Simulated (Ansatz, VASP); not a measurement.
## InP: VASP beside Ansatz

```
CELL_PARAMETERS angstrom
0.00000 2.93934 2.93934
2.93934 0.00000 2.93934
2.93934 2.93934 0.00000
ATOMIC_POSITIONS crystal
In 0.00000 0.00000 0.00000
P 0.75000 0.75000 0.75000
```

Alike in both runs: functional PBEsol; k mesh 8 × 8 × 8; occupations gaussian, width 0.02 eV; no spin polarisation.

Ansatz relaxed the structure, and its values are those at the end. VASP's run is a single point on that final structure, the one shown.

```csv
,VASP,Ansatz
version,VASP 6.6.1,Ansatz 0.2.0
potentials or method,"VASP PAW PBE potentials, release 64 (In_d, P)","scalar-relativistic, plane waves, PAW"
plane-wave cutoff (eV),520,420
valence electrons in the cell,18,18
```

```tsv
	VASP	Ansatz	Ansatz less VASP
gap on the k mesh at the Fermi level (eV)	0.57	0.56	-0.001
least direct gap on the mesh (eV)	0.57	0.56	-0.001
pressure (GPa)	0.0	0.0	+0.03
```

Ansatz warned: «pseudo_functional_mismatch».

Caveats: the PAW data sets were made with another functional, which shifts forces and pressure a little (VASP); spin-orbit coupling is left out, which moves the levels of the heavy elements.
